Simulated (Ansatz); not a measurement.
# Si2Ni (Fm-3m) in Ansatz: band structure with r2SCAN

Aim: the band structure of Si2Ni with r2SCAN.

Program: Ansatz 0.2.0. These are calculated values, not measurements. Logs are shortened: lines on timing, memory, paths and dates and some standing lists are left out, and cuts for length are marked.

## Step 1: The crystal as given

It takes space group Fm-3m (No. 225, cubic). The conventional cell has a = 5.406 Å, b = 5.406 Å, c = 5.406 Å, α = 90.00°, β = 90.00°, γ = 90.00°. Ni (site symmetry m-3m) is surrounded by 8 Si at 2.34 Å. Si (site symmetry -43m) has 4 Ni at 2.34 Å as nearest neighbours.

## Step 2: Band structure, r2SCAN, collinear spin, ferromagnetic start

Input file input.yaml:

```yaml
crystal:
  lattice:
    - [0.0, 2.703, 2.703]
    - [2.703, 0.0, 2.703]
    - [2.703, 2.703, 0.0]
  atoms:
    - { symbol: Ni, position: [0.0, 0.0, 0.0], spin: 1.0 }
    - { symbol: Si, position: [0.75, 0.75, 0.75] }
    - { symbol: Si, position: [0.25, 0.25, 0.25] }
hamiltonian:
  xc: r2scan
  pseudopotentials: { kind: paw }
magnetization:
  spin_polarized: true
kpoints:
  mp_grid: { grid: [9, 9, 9] }
  band_path:
    path:
      - [[0.0, 0.0, 0.0], [0.5, 0.0, 0.5], [0.5, 0.25, 0.75], [0.375, 0.375, 0.75], [0.0, 0.0, 0.0], [0.5, 0.5, 0.5], [0.625, 0.25, 0.625], [0.5, 0.25, 0.75], [0.5, 0.5, 0.5], [0.375, 0.375, 0.75]]
      - [[0.625, 0.25, 0.625], [0.5, 0.0, 0.5]]
    npoints: 14
scf:
  occupations: { method: fermi_dirac, width: 0.05 }
  n_extra_bands: 7
output:
  forces: true
  stress: true
  eigenvalues: true
  fatbands: true
```

Potentials or basis: Ansatz PAW.

Launch:

```
> ansatz run input.yaml --threads 2 --pin off --max-ram 5632MiB --backend cpu --events-out ev --progress --plain --runs-dir out
```

Log:

```text
Warning: RAYON_NUM_THREADS=2 ignored (pool sized by the plan → 2); use --threads N
scf.n_extra_bands = 7 over 13 filled bands (N_el = 26.0): the run solves 20 bands
Engine: ansatz 0.2.0, x86_64-unknown-linux-gnu
Pseudopotentials: kind: paw
Pseudopotential: Ni, paw, valence charge 18, recommended cutoff 500 eV (meta_gga), Ni.paw.azcp
Pseudopotential: Si, paw, valence charge 4, recommended cutoff 500 eV (meta_gga), Si.paw.azcp
Functional definition: r2SCAN
  parameter k0 = 0.174
  parameter k1 = 0.065
  parameter a1 = 4.9479
  exchange = r2scan_x(k0 = k0, k1 = k1, a1 = a1)
  correlation = r2scan_c
Crystal: 3 atoms, lattice volume = 39.497 Å³
Basis set: ecut = 500 eV, 965 PW (Γ), exchange–correlation on 120×120×120 points (64 copies of the dense FFT grid, shifted against one another)
Bands: 20, of which v1, the nominal top of the filled ones, is band 13 counted from 1 (12 counted from 0)
Symmetry: 48 space group operations
Space group: Fm-3m (ITA 225), of the structure as read, at distance tolerance 3.4e-5 Å
Magnetic group: BNS 225.116 (UNI 1618), of the structure as read, at distance tolerance 3.4e-5 Å
k-points: 35 of 729
Non-local potential: Ni, projectors of the file, l = 0: 3, l = 1: 2, l = 2: 3, l = 3: 1
Non-local potential: Si, projectors of the file, l = 0: 2, l = 1: 2, l = 2: 2
PAW form: soft (Blöchl's): semilocal exchange-correlation on the pseudo side does not see the compensation charge
PAW frozen core: Ni, regenerated for the run's functional (the file was generated under x = pbe(κ = 0.804, μ = 0.2195149727645171), c = pbe(β = 0.06672455060314922))
PAW frozen core: Si, regenerated for the run's functional (the file was generated under x = pbe(κ = 0.804, μ = 0.2195149727645171), c = pbe(β = 0.06672455060314922))
PAW one-centre angular grid: Ni, 590 points (default); XC on 160 Gauss nodes
PAW one-centre angular grid: Si, 302 points (default); XC on 160 Gauss nodes
Initial density: superposition of atomic densities (chi_scale 0.1, normalization cell)
Starting moments: Σ|m| = 1 μB on 1 of 3 sites
Initial wavefunctions: pseudopotential atomic-orbital guess
Functional: x = r2scan, c = r2scan; τ floored in thin density (d = 2e-4 eV/Å³)
SCF iter   1: F=—  HF=-7122.494380 eV  |F-HF|=—  |Δ(HF+E_count)|=         —  Δρ=5.51e-2 (↑5.51e-2 ↓3.19e-2)  dr2=1.14e0  dr2_τ=1.77e-2  dr2_m=3.68e-1  M=0.257 μB ∫|m|=0.705 μB  β_m=0.40  ethr=3.10e-3  ⟨swp⟩=6.3  Hψ=7396  notcnv=0
Mixer restart at iter 1: flushing history
preconditioner: auto → Kerker (q_TF=auto, 2.545 Å⁻¹)  [metal: Δε(μ)=0.091 eV  Ē_g=10.737 eV  σ=0.050 eV  W_gap=0.41  n_scr=14 (ndim 8)  ℏωp=25.1 eV  f_vac=0.000  D(μ)=0.71/eV (n_scr^D=0)]
spin=Collinear: Kerker preconditioning applied to the charge; magnetization (m = ρ↑ − ρ↓) channel mixes plain (no charge-response kernel on spin).
SCF iter   2: F=—  HF=-7122.738540 eV  |F-HF|=—  |Δ(HF+E_count)|=   2.44e-1  Δρ=4.52e-2 (↑2.05e-2 ↓4.52e-2)  dr2=1.20e0  dr2_τ=2.69e-3  dr2_m=2.32e-1  M=0.255 μB ∫|m|=0.556 μB  β_m=0.43  ethr=3.10e-3  ⟨swp⟩=2.5  Hψ=2534  notcnv=0  defer=98  κ⁻¹=1.0e0(r=1)
SCF iter   3: F=—  HF=-7123.206015 eV  |F-HF|=—  |Δ(HF+E_count)|=   4.67e-1  Δρ=3.83e-2 (↑1.86e-2 ↓3.83e-2)  dr2=9.74e-1  dr2_τ=1.22e-3  dr2_m=1.68e-1  M=0.244 μB ∫|m|=0.513 μB  β_m=0.30  ethr=3.10e-3  ⟨swp⟩=2.0  Hψ=1763  notcnv=0  defer=85  κ⁻¹=1.1e-2(r=2)
SCF iter   4: F=—  HF=-7124.369562 eV  |F-HF|=—  |Δ(HF+E_count)|=    1.16e0  Δρ=9.12e-3 (↑9.12e-3 ↓7.17e-3)  dr2=1.25e-1  dr2_τ=1.64e-4  dr2_m=6.44e-3  M=0.065 μB ∫|m|=0.226 μB  β_m=0.60  ethr=3.10e-3  ⟨swp⟩=3.2  Hψ=3032  notcnv=0  defer=112  κ⁻¹=5.3e-4(r=3)
SCF iter   5: F=—  HF=-7124.340775 eV  |F-HF|=—  |Δ(HF+E_count)|=         —  Δρ=4.52e-3 (↑4.52e-3 ↓4.04e-3)  dr2=1.97e-2  dr2_τ=1.45e-4  dr2_m=1.41e-3  M=0.023 μB ∫|m|=0.118 μB  β_m=0.30  ethr=4.81e-4  ⟨swp⟩=2.7  Hψ=3011  notcnv=0  defer=111
Mixer restart at iter 5: flushing history
SCF iter   6: F=—  HF=-7124.381339 eV  |F-HF|=—  |Δ(HF+E_count)|=   4.06e-2  Δρ=5.99e-3 (↑5.99e-3 ↓3.92e-3)  dr2=1.55e-2  dr2_τ=5.53e-5  dr2_m=1.27e-3  M=0.021 μB ∫|m|=0.101 μB  β_m=0.30  ethr=7.59e-5  ⟨swp⟩=2.1  Hψ=1730  notcnv=0  defer=111  κ⁻¹=1.0e0(r=1)
SCF iter   7: F=—  HF=-7124.405831 eV  |F-HF|=—  |Δ(HF+E_count)|=   2.45e-2  Δρ=5.56e-3 (↑5.56e-3 ↓3.13e-3)  dr2=1.29e-2  dr2_τ=4.72e-5  dr2_m=1.28e-3  M=0.020 μB ∫|m|=0.092 μB  β_m=0.69  ethr=5.96e-5  ⟨swp⟩=2.3  Hψ=1872  notcnv=0  defer=111  κ⁻¹=1.9e-2(r=2)
SCF iter   8: F=—  HF=-7124.467579 eV  |F-HF|=—  |Δ(HF+E_count)|=   6.17e-2  Δρ=4.04e-3 (↑4.04e-3 ↓1.61e-3)  dr2=9.92e-3  dr2_τ=1.01e-5  dr2_m=6.47e-4  M=0.012 μB ∫|m|=0.042 μB  β_m=1.00  ethr=4.96e-5  ⟨swp⟩=2.1  Hψ=2658  notcnv=0  defer=111  κ⁻¹=2.6e-3(r=3)
SCF iter   9: F=—  HF=-7124.471959 eV  |F-HF|=—  |Δ(HF+E_count)|=   4.38e-3  Δρ=6.71e-4 (↑6.71e-4 ↓6.52e-4)  dr2=4.81e-4  dr2_τ=1.20e-6  dr2_m=6.20e-7  M=0.006 μB ∫|m|=0.011 μB  β_m=0.41  ethr=3.81e-5  ⟨swp⟩=2.1  Hψ=2341  notcnv=0  defer=111  κ⁻¹=4.8e-4(r=4)
SCF iter  10: F=—  HF=-7124.472255 eV  |F-HF|=—  |Δ(HF+E_count)|=   2.96e-4  Δρ=6.34e-4 (↑6.34e-4 ↓4.78e-4)  dr2=2.12e-4  dr2_τ=6.44e-7  dr2_m=8.76e-6  M=0.001 μB ∫|m|=0.004 μB  β_m=0.30  ethr=1.85e-6  ⟨swp⟩=2.0  Hψ=2564  notcnv=0  defer=111  κ⁻¹=2.9e-4(r=5)
SCF iter  11: F=—  HF=-7124.472621 eV  |F-HF|=—  |Δ(HF+E_count)|=   3.66e-4  Δρ=9.86e-4 (↑9.86e-4 ↓8.79e-4)  dr2=9.04e-4  dr2_τ=7.57e-7  dr2_m=8.34e-6  M=-0.001 μB ∫|m|=0.008 μB  β_m=0.30  ethr=8.16e-7  ⟨swp⟩=2.0  Hψ=2303  notcnv=0  defer=111  κ⁻¹=1.7e-4(r=6)
SCF iter  12: F=—  HF=-7124.472720 eV  |F-HF|=—  |Δ(HF+E_count)|=   9.86e-5  Δρ=7.03e-4 (↑7.03e-4 ↓6.62e-4)  dr2=4.84e-4  dr2_τ=4.46e-7  dr2_m=5.23e-6  M=-0.001 μB ∫|m|=0.008 μB  β_m=0.30  ethr=8.16e-7  ⟨swp⟩=1.0  Hψ=1429  notcnv=0  defer=111  κ⁻¹=1.8e-5(r=7)
SCF iter  13: F=—  HF=-7124.472909 eV  |F-HF|=—  |Δ(HF+E_count)|=   1.89e-4  Δρ=1.89e-4 (↑1.14e-4 ↓1.89e-4)  dr2=1.67e-5  dr2_τ=3.13e-8  dr2_m=1.47e-6  M=-0.001 μB ∫|m|=0.004 μB  β_m=0.35  ethr=8.16e-7  ⟨swp⟩=2.0  Hψ=2187  notcnv=0  defer=111  κ⁻¹=4.9e-7(r=8)
SCF iter  14: F=—  HF=-7124.472915 eV  |F-HF|=—  |Δ(HF+E_count)|=   6.17e-6  Δρ=6.85e-5 (↑4.35e-5 ↓6.85e-5)  dr2=1.99e-6  dr2_τ=1.49e-8  dr2_m=1.24e-7  M=-0.001 μB ∫|m|=0.002 μB  β_m=0.86  ethr=6.41e-8  ⟨swp⟩=2.1  Hψ=2091  notcnv=0  defer=111  κ⁻¹=5.6e-7(r=8)
SCF iter  15: F=—  HF=-7124.472923 eV  |F-HF|=—  |Δ(HF+E_count)|=   7.45e-6  Δρ=8.17e-5 (↑5.96e-5 ↓8.17e-5)  dr2=5.00e-6  dr2_τ=3.61e-9  dr2_m=5.04e-8  M=-0.000 μB ∫|m|=0.001 μB  β_m=1.00  ethr=7.66e-9  ⟨swp⟩=2.0  Hψ=2308  notcnv=0  defer=111  κ⁻¹=5.5e-7(r=8)
SCF iter  16: F=—  HF=-7124.472924 eV  |F-HF|=—  |Δ(HF+E_count)|=   1.19e-6  Δρ=3.47e-5 (↑1.70e-5 ↓3.47e-5)  dr2=6.76e-7  dr2_τ=8.35e-10  dr2_m=2.96e-8  M=-0.000 μB ∫|m|=0.001 μB  β_m=0.30  ethr=7.66e-9  ⟨swp⟩=2.7  Hψ=2119  notcnv=0  defer=111  κ⁻¹=4.5e-7(r=8)
SCF iter  17: F=—  HF=-7124.472925 eV  |F-HF|=—  |Δ(HF+E_count)|=   9.56e-7  Δρ=1.72e-5 (↑1.72e-5 ↓1.20e-5)  dr2=2.35e-7  dr2_τ=1.65e-10  dr2_m=4.05e-9  M=-0.000 μB ∫|m|=0.000 μB  β_m=0.42  ethr=2.60e-9  ⟨swp⟩=2.0  Hψ=2246  notcnv=0  defer=111  κ⁻¹=2.0e-7(r=8)
SCF iter  18: F=—  HF=-7124.472925 eV  |F-HF|=—  |Δ(HF+E_count)|=   2.99e-7  Δρ=2.63e-6 (↑1.66e-6 ↓2.63e-6)  dr2=1.73e-9  dr2_τ=2.23e-11  dr2_m=7.53e-10  M=0.000 μB ∫|m|=0.000 μB  β_m=0.86  ethr=9.03e-10  ⟨swp⟩=2.0  Hψ=1906  notcnv=0  defer=111  κ⁻¹=6.0e-8(r=8)
SCF iter  19: F=—  HF=-7124.472925 eV  |F-HF|=—  |Δ(HF+E_count)|=   9.71e-9  Δρ=1.76e-6 (↑1.70e-6 ↓1.76e-6)  dr2=2.86e-9  dr2_τ=8.64e-12  dr2_m=1.41e-11  M=-0.000 μB ∫|m|=0.000 μB  β_m=0.30  ethr=6.64e-12  ⟨swp⟩=2.1  Hψ=2342  notcnv=0  defer=111  κ⁻¹=1.8e-7(r=8)
SCF iter  20: F=—  HF=-7124.472925 eV  |F-HF|=—  |Δ(HF+E_count)|=   3.96e-9  Δρ=8.10e-7 (↑6.19e-7 ↓8.10e-7)  dr2=3.82e-10  dr2_τ=1.63e-12  dr2_m=2.67e-11  M=0.000 μB ∫|m|=0.000 μB  β_m=0.30  ethr=6.64e-12  ⟨swp⟩=7.2  Hψ=6042  notcnv=0  κ⁻¹=2.1e-8(r=8)
SCF iter  21: F=-7124.472925 eV  HF=-7124.472925 eV  |F-HF|=7.99e-10  |Δ(HF+E_count)|=  4.07e-10  Δρ=1.49e-6 (↑1.49e-6 ↓1.06e-6)  dr2=1.84e-9  dr2_τ=1.93e-12  dr2_m=1.98e-11  M=0.000 μB ∫|m|=0.000 μB  ethr=1.47e-12  ⟨swp⟩=2.9  Hψ=2859  notcnv=0
SCF 1 converged in 21 iterations: F = -7124.472925 eV  dr2 = 1.84e-9
WARN: the starting moments were not kept: the SCF closed with an absolute magnetisation of 1.2e-5 μB, where they sum to 1 μB in size (1 site). That is at most 0.1 of that sum. Measured as dr2_m measures the in/out step, that magnetisation stands 2.7e-10 eV from none, at or under the dr2_threshold of 1.0e-7 eV: it is no larger than a step whose dr2_m would equal this threshold. The system may hold no moment; this SCF shows only that its start led to no more than that. To try another start: raise the starting moments (crystal.atoms[].spin, magnetization.per_species, magnetization.initial_magnetization, or on a non-collinear deck that types none of these the spinor_matrix: blocks that start its atoms; where the total moment is fixed, keep their sum and leave initial_magnetization as it is; typed ones take the place of any that the run laid by itself, positive ones on a crystal's lanthanoids without a Hubbard term where scf.initial_density.shell_occupations: [] is typed) or, if the notice of its spin-set hold's release reads "site moments contracting" or "site moments show no strong build", lengthen the hold (scf.mixing.spin_hold: { on: { confirm: 4 } }; for m-r²SCAN on two components see the key's manual first). Each may lead to a state that holds a moment. A second SCF, from the converged charge density, with the starting moments and any scf.initial_density.shell_occupations laid on it anew, would have followed, and was not run: the deck does not ask for one (magnetization.retry_lost_moments is false, the default). To let it run, set magnetization.retry_lost_moments: true and run the deck again, where that key's refused combinations let it; where memory then withholds it, that run's warning says so.
this state was not tested for a lower state beside it, because the mixer in use, unlike msr1, does not test its closes by its own steps (another_mixer; see scf.mixing.algorithm and scf.lower_state_search)
NSCF: frozen V_eff on 142 k-points
SCF converged after 21 iterations
Magnetization: 0.0000 μB (13.0000 up, 13.0000 down)
Absolute magnetization: 0.0000 μB (∫|ρ↑−ρ↓|, with the PAW one-centre terms)
Spin contamination: 0.0000 ħ² per cell (⟨S²⟩ above its minimum at these occupations)
Per-site moments (μB) at R_I (Å): [(8.67968366491304e-6, 0.9656074999021016), (1.4523172370533587e-8, 0.9656074999021016), (1.4523172473751039e-8, 0.9656074999021018)]
Free energy (F): -7124.472925 eV
Harris-Foulkes:  -7124.472925 eV  (|F-HF|=7.99e-10)
Internal energy: -7124.463632 eV  (E = F + TS)
E sigma→0 (E₀):  -7124.468278 eV
Entropy (-TS):   -0.009293 eV (-3.098 meV/atom)
Fermi energy:    13.319318 eV
--- Per-component energies (eV) ---
  E_band       = -370.431853
  E_kinetic    = 370.383462
  E_local      = -4912.514520  (includes V_loc(G=0)·N_el)
  E_nonlocal   = 681.491791
  E_hartree    = 2129.285892
  E_xc         = -185.889088
  E_vxc        = -223.610492  (∫ρ·V_xc dr)
  E_paw        = -2678.919639  (= ΣΔE_a)
  E_vpaw       = -558.286344  (= ΣTr[D̂ρ^β])
  E_aug_tail   = 0.000259  (compensation charges beyond the density's cutoff)
  E_vtau       = 13.536166  (kinetic-family band-sum trace: ∫τ·v_τ [+ j·A + Jᵃ·Aᵃ] dr)
  E_ewald      = -2527.848854
  E_core_change = -0.452935  (= ΣΔE_core)
  E_smearing   = -0.009293  (= −TS)
  E_closure    = -0.000000  (closes the sum)
  Σ components = -7124.472925   (vs F -7124.472925, Δ=0.00e0)
--- Forces (eV/Å), atoms counted from 1 ---
  atom   1  Ni    -0.00000000     0.00000000    -0.00000000
  atom   2  Si     0.00000000    -0.00000000    -0.00000000
  atom   3  Si    -0.00000000    -0.00000000    -0.00000000
  max |Σ_I F_I| component: 3.24e-17 eV/Å
--- Stress (GPa, compression-positive) ---
       -1.518971       0.000000       0.000000
       -0.000000      -1.518971       0.000000
        0.000000       0.000000      -1.518971
  P = ⅓ Tr σ = -1.5190 GPa (-15.190 kbar)
--- Band table (eV; the first three rows and the last of 70) ---
  k-point 0 ↑: bands = ["-95.0896", "-54.0052", "-54.0052", "-54.0052", "-1.3499", "7.7835", "7.7835", "7.7835", "9.5379", "9.5379", "13.3270", "15.0465", "15.0465", "15.0465", "15.5584", "15.5584", "15.5584", "18.3645", "18.3645", "18.3645"]
  k-point 1 ↑: bands = ["-95.0896", "-54.0053", "-54.0052", "-54.0052", "-1.1569", "7.4040", "7.8448", "7.8448", "9.5044", "9.5044", "12.6498", "14.0852", "14.2433", "14.2433", "16.2963", "16.2963", "17.3538", "17.7785", "17.7785", "18.1100"]
  k-point 2 ↑: bands = ["-95.0896", "-54.0057", "-54.0053", "-54.0053", "-0.5839", "6.3560", "7.9993", "7.9993", "9.4583", "9.4583", "11.0210", "13.2940", "13.2940", "14.5267", "16.0043", "16.0043", "17.2408", "18.5827", "18.5827", "19.4048"]
  k-point 34 ↓: bands = ["-95.0896", "-54.0060", "-54.0059", "-54.0056", "3.2882", "4.1531", "6.0449", "6.3625", "9.1844", "9.3671", "9.6595", "9.9424", "10.6860", "15.1334", "15.9919", "17.8642", "19.6231", "21.8711", "22.6596", "25.1590"]
```

Wall time 9.8 s (2 threads of Intel Xeon 6975P-C (Granite Rapids), shared host); peak memory 0.54 GiB.

What came out:

| Property | Result |
| --- | --- |
| Free energy | -7124.4729 eV |
| Pressure | -1.5 GPa |
| Band gap on the k mesh | none (metal or under the smearing width) |
| Net moment | 0.00 μB per cell |
| Absolute moment | 0.00 μB per cell |

Levels at the corners of the path, in eV from the Fermi level:
Spin up:
```tsv
point	band 9	band 10	band 11	band 12	band 13	band 14	band 15	band 16	band 17	band 18
Γ	-3.78	-3.78	0.01	1.73	1.73	1.73	2.24	2.24	2.24	5.05
X	-4.92	-3.79	-3.79	-3.70	-3.35	-0.38	1.49	7.97	8.84	8.84
W	-3.96	-3.96	-3.79	-3.42	-2.66	2.33	2.33	4.89	5.49	9.00
K	-4.77	-4.00	-3.61	-3.15	-2.88	0.25	3.83	4.86	6.83	9.08
Γ	-3.78	-3.78	0.01	1.73	1.73	1.73	2.24	2.24	2.24	5.05
L	-3.93	-3.55	-3.55	-1.69	-1.69	1.84	1.84	2.09	2.84	9.60
U	-4.77	-4.00	-3.61	-3.15	-2.88	0.25	3.83	4.86	6.83	9.08
W	-3.96	-3.96	-3.79	-3.42	-2.66	2.33	2.33	4.89	5.49	9.00
L	-3.93	-3.55	-3.55	-1.69	-1.69	1.84	1.84	2.09	2.84	9.60
K	-4.77	-4.00	-3.61	-3.15	-2.88	0.25	3.83	4.86	6.83	9.08
U	-4.77	-4.00	-3.61	-3.15	-2.88	0.25	3.83	4.86	6.83	9.08
X	-4.92	-3.79	-3.79	-3.70	-3.35	-0.38	1.49	7.97	8.84	8.84
```
Spin down:
```csv
point,band 11,band 12,band 13,band 14,band 15,band 16
Γ,0.01,1.73,1.73,1.73,2.24,2.24
X,-3.79,-3.70,-3.35,-0.38,1.49,7.97
W,-3.79,-3.42,-2.66,2.33,2.33,4.89
K,-3.61,-3.15,-2.88,0.25,3.83,4.86
Γ,0.01,1.73,1.73,1.73,2.24,2.24
L,-3.55,-1.69,-1.69,1.84,1.84,2.09
U,-3.61,-3.15,-2.88,0.25,3.83,4.86
W,-3.79,-3.42,-2.66,2.33,2.33,4.89
L,-3.55,-1.69,-1.69,1.84,1.84,2.09
K,-3.61,-3.15,-2.88,0.25,3.83,4.86
U,-3.61,-3.15,-2.88,0.25,3.83,4.86
X,-3.79,-3.70,-3.35,-0.38,1.49,7.97
```

Caveat: the magnetic or orbital state may not be the lowest; the PAW data sets come from PBE, with cores solved anew for the run's functional, which leaves a small shift of forces and pressure; the starting moments weren't kept.
